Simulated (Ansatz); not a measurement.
**Calculated with Ansatz: Cs₂HgSe₂, vacancy hop by nudged elastic band**

input.yaml:

```yaml
crystal:
  lattice:
    - [8.254359, 0.0, 0.0]
    - [0.0, 10.417864, 0.0]
    - [0.0, 0.0, 9.50236]
  atoms:
    - { symbol: Hg, position: [0.50173687, 0.49874254, -0.00162794] }
    - { symbol: Hg, position: [-0.00036497, 0.00150859, 0.00307478] }
    - { symbol: Cs, position: [0.39373992, 0.83252563, 0.24723452] }
    - { symbol: Cs, position: [0.60673252, 0.1684055, 0.24884972] }
    - { symbol: Cs, position: [0.89301172, 0.66541303, 0.25003229] }
    - { symbol: Cs, position: [0.10657503, 0.33542233, 0.24798265] }
    - { symbol: Se, position: [0.2303406, 0.59410202, -0.00204829] }
    - { symbol: Se, position: [0.77332445, 0.40744237, 0.00243257] }
    - { symbol: Se, position: [0.73332912, 0.90563498, 0.00237402] }
    - { symbol: Se, position: [0.26555298, 0.09363973, 0.0021592] }
    - { symbol: Hg, position: [0.50441754, 0.50056546, 0.49669957] }
    - { symbol: Hg, position: [7.005e-05, -0.00367402, 0.49990643] }
    - { symbol: Cs, position: [0.38934251, 0.83248166, 0.75027628] }
    - { symbol: Cs, position: [0.88977815, 0.67156041, 0.75143949] }
    - { symbol: Cs, position: [0.10496553, 0.33332352, 0.75033117] }
    - { symbol: Se, position: [0.23053208, 0.58899745, 0.50105088] }
    - { symbol: Se, position: [0.7726792, 0.40621804, 0.50198034] }
    - { symbol: Se, position: [0.73011982, 0.90689647, 0.49667679] }
    - { symbol: Se, position: [0.27346968, 0.09614909, 0.49878593] }
kpoints:
  mp_grid: { grid: [2, 2, 2] }
magnetization:
  spin_polarized: false
scf:
  occupations: { method: fermi_dirac, width: 0.1 }
hamiltonian:
  pseudopotentials: { kind: paw }
  xc: pbe
basis:
  ecutwfc: 420
neb:
  images: 3
  relax_end_points: true
  climbing: true
  f_tol: 0.05
  max_iterations: 40
  order_check: false
  final_atoms:
    - { symbol: Hg, position: [0.50173687, 0.49874254, -0.00162794] }
    - { symbol: Hg, position: [-0.00036497, 0.00150859, 0.00307478] }
    - { symbol: Cs, position: [0.39373992, 0.83252563, 0.24723452] }
    - { symbol: Cs, position: [0.60673252, 0.1684055, 0.24884972] }
    - { symbol: Cs, position: [0.89301172, 0.66541303, 0.25003229] }
    - { symbol: Cs, position: [0.10657503, 0.33542233, 0.24798265] }
    - { symbol: Se, position: [0.2303406, 0.59410202, -0.00204829] }
    - { symbol: Se, position: [0.77332445, 0.40744237, 0.00243257] }
    - { symbol: Se, position: [0.73332912, 0.90563498, 0.00237402] }
    - { symbol: Se, position: [0.26555298, 0.09363973, 0.0021592] }
    - { symbol: Hg, position: [0.50441754, 0.50056546, 0.49669957] }
    - { symbol: Hg, position: [7.005e-05, -0.00367402, 0.49990643] }
    - { symbol: Cs, position: [0.60858043, 1.16673868, 0.74980851] }
    - { symbol: Cs, position: [0.88977815, 0.67156041, 0.75143949] }
    - { symbol: Cs, position: [0.10496553, 0.33332352, 0.75033117] }
    - { symbol: Se, position: [0.23053208, 0.58899745, 0.50105088] }
    - { symbol: Se, position: [0.7726792, 0.40621804, 0.50198034] }
    - { symbol: Se, position: [0.73011982, 0.90689647, 0.49667679] }
    - { symbol: Se, position: [0.27346968, 0.09614909, 0.49878593] }
```

Launch command:

```bash
ansatz run input.yaml --threads 4 --pin off --max-ram 8192MiB --backend cpu --events-out ev --progress --plain --runs-dir out
```

Origin of the cell: a database entry, scaled a little.

The cell is 1×1×2 cells of Cs2HgSe2 with one Cs taken out; atom 13 (Cs) hops into the empty site, 3.92 Å away before the end points are relaxed. All atoms were shaken by about 0.02 Å first.

Output (shortened):

```
SCF iter   1: F=—  HF=-138716.741868 eV  Δρ=1.90e-3  dr2=9.62e-2  defer=9
SCF iter   2: F=—  HF=-138716.731931 eV  Δρ=8.70e-4  dr2=1.39e-2  defer=14
SCF iter   3: F=—  HF=-138716.730816 eV  Δρ=5.74e-4  dr2=9.32e-3  defer=14
[… 3 lines left out …]
SCF iter   7: F=—  HF=-138716.728805 eV  Δρ=6.47e-6  dr2=1.01e-6  defer=14
SCF iter   8: F=—  HF=-138716.728805 eV  Δρ=3.16e-6  dr2=2.40e-7  defer=14
SCF iter   9: F=-138716.728805 eV  HF=-138716.728805 eV  Δρ=1.16e-6  dr2=3.33e-8
NEB iter   1: max|band force component| = 2.994e-1 eV/Å  barrier→ = 0.2942 eV  barrier← = 0.2941 eV  CI = image 2  Δτ_max = 0.1179 Å  (48 SCF iters)
NEB iter   2: max|band force component| = 6.983e-2 eV/Å  barrier→ = 0.1945 eV  barrier← = 0.1943 eV  CI = image 2  Δτ_max = 0.0369 Å  (24 SCF iters)
NEB iter   3: max|band force component| = 1.856e-2 eV/Å  barrier→ = 0.1859 eV  barrier← = 0.1858 eV  CI = image 2  Δτ_max = 0.0249 Å  (22 SCF iters)
NEB iter   4: max|band force component| = 2.185e-2 eV/Å  barrier→ = 0.1835 eV  barrier← = 0.1834 eV  CI = image 2  Δτ_max = 0.0000 Å  (7 SCF iters)
--- NEB band (5 images, 4 band iterations, 101 SCF iterations, 77 more in tests of the images' electronic states and relaxations of end points) ---
  forward barrier  = 0.183514 eV
  backward barrier = 0.183363 eV
  lagrangian_above_aufbau_ev (what the smearing adds, to first order; not taken off the barriers): saddle image -0.170180 eV, end points -0.194180 and -0.194691 eV
  climbing image's point = of an order that was not read
  energies are F+E_penalty+E_count in eV, relative to image 0
  image     s (Å)  Δ vs image 0  max|band force component| (eV/Å)
      0    0.0000      0.000000                                 —
      1    0.7764      0.095544                          2.185e-2
  *   2    1.5568      0.183514                          7.661e-3
      3    2.3408      0.094924                          2.177e-2
      4    3.1195      0.000151                                 —
```

The converged band:

```csv
image,path over all atoms (Å),ΔF (eV),Cs x,y,z (Å)
0,0.00,0.000,3.38,9.09,7.13
1,0.78,0.096,3.74,9.73,7.13
2,1.56,0.184,4.13,10.42,7.13
3,2.34,0.095,4.52,11.12,7.13
4,3.12,0.000,4.88,11.75,7.13
```

Highest image (2), forces in eV/Å:

```xyz
19
Lattice="8.254 0.000 0.000 0.000 10.418 0.000 0.000 0.000 9.502" Properties=species:S:1:pos:R:3:forces:R:3 pbc="T T T" image=2
Hg    4.131    5.210   -0.095    0.000    0.000    0.003
Hg    0.004    0.001    0.186    0.000    0.000   -0.003
Cs    3.196    8.662    2.374   -0.006    0.005    0.000
Cs    5.066    1.759    2.374    0.006   -0.005    0.000
Cs    7.374    6.810    2.374   -0.007   -0.002    0.000
Cs    0.888    3.610    2.374    0.007    0.002    0.000
Se    1.915    6.238   -0.058    0.007    0.006   -0.001
Se    6.347    4.182   -0.058   -0.007   -0.006   -0.001
Se    6.113    9.264    0.213   -0.006   -0.003   -0.008
Se    2.148    1.157    0.213    0.006    0.003   -0.008
Hg    4.131    5.210    4.843    0.000    0.000   -0.003
Hg    0.004    0.001    4.562    0.000    0.000    0.003
Cs    4.131   10.419    7.125    0.000    0.000    0.000
Cs    7.420    7.002    7.125   -0.002    0.004    0.000
Cs    0.842    3.418    7.125    0.002   -0.004    0.000
Se    1.915    6.238    4.807    0.007    0.006    0.001
Se    6.347    4.182    4.807   -0.007   -0.006    0.001
Se    6.113    9.264    4.536   -0.006   -0.003    0.008
Se    2.149    1.157    4.536    0.006    0.003    0.008
```

Barrier of this path: 0.18 eV forwards, 0.18 eV backwards, after 4 band iterations.

Caveats: no moments, though an odd count or open d shells may carry them; no spin-orbit coupling, though heavy elements are present; the k mesh is coarse if the cell is a metal; a small cell with a neutral vacancy and no spin, whose shape can make like sites unlike; the cell is held at a rescaled volume, and strain moves barriers; the hop was drawn among near neighbours and need not be the easiest path; few images and a loose tolerance, and neither the top nor the ends were tested for their order.

Time: 7.6 min on 4 threads of Arm Neoverse V1 (shared host), peak memory 4.9 GiB, from the program's own first density.
